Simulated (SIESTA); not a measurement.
Crystal: WC (Qusongite).

```xyz
2
Lattice="2.9065 0.0000 0.0000 -1.4532 2.5171 0.0000 0.0000 0.0000 2.8366" Properties=species:S:1:pos:R:3 pbc="T T T"
W     0.0000    0.0000    0.0000
C     1.4533    0.8390    1.4183
```

| Item | Value |
| --- | --- |
| Program | SIESTA 5.4.2 |
| Task | single point |
| Functional | PBEsol |
| Potentials or basis | PseudoDojo 0.4 standard (PBEsol files) |
| Basis | DZP (energy shift 0.003 Ry; two zetas on semicore shells) |
| Grid cutoff | 800 Ry |
| Energy shift | 0.003 Ry |
| k mesh | 10 × 10 × 9 |
| Occupations | fermi-dirac, width 0.05 eV |
| Spin | no spin polarisation |

On this cell: pressure 2.7 GPa; largest force under 0.003 eV/Å; band gap on the k mesh none (metal or under the smearing width).

The same run follows on a disturbed copy (atoms moved at random, drawn with an rms of 0.05 Å):

```
CELL_PARAMETERS angstrom
2.90650 0.00000 0.00000
-1.45325 2.51710 0.00000
0.00000 0.00000 2.83660
ATOMIC_POSITIONS crystal
W 0.00594 0.00668 0.01947
C 0.68209 0.32485 0.51994
```

**Question.** What changes?

**Answer.** The energy (extrapolated to zero smearing) moves by +16.8 meV/atom; pressure 3.4 GPa; largest force 1.080 eV/Å; band gap on the k mesh none (metal or under the smearing width).

Forces on the atoms (eV/Å):
```
W    0.864 -0.648  0.020
C   -0.863  0.646 -0.020
```

Stress tensor (GPa, compression positive):
```
 4.97 -2.34  0.04
-2.34  1.47 -0.02
 0.04 -0.02  3.65
```

Caveats: short orbitals over semicore shells can move pressures by several GPa; the basis of atomic orbitals isn't converged, which shifts pressures, moduli and gaps.
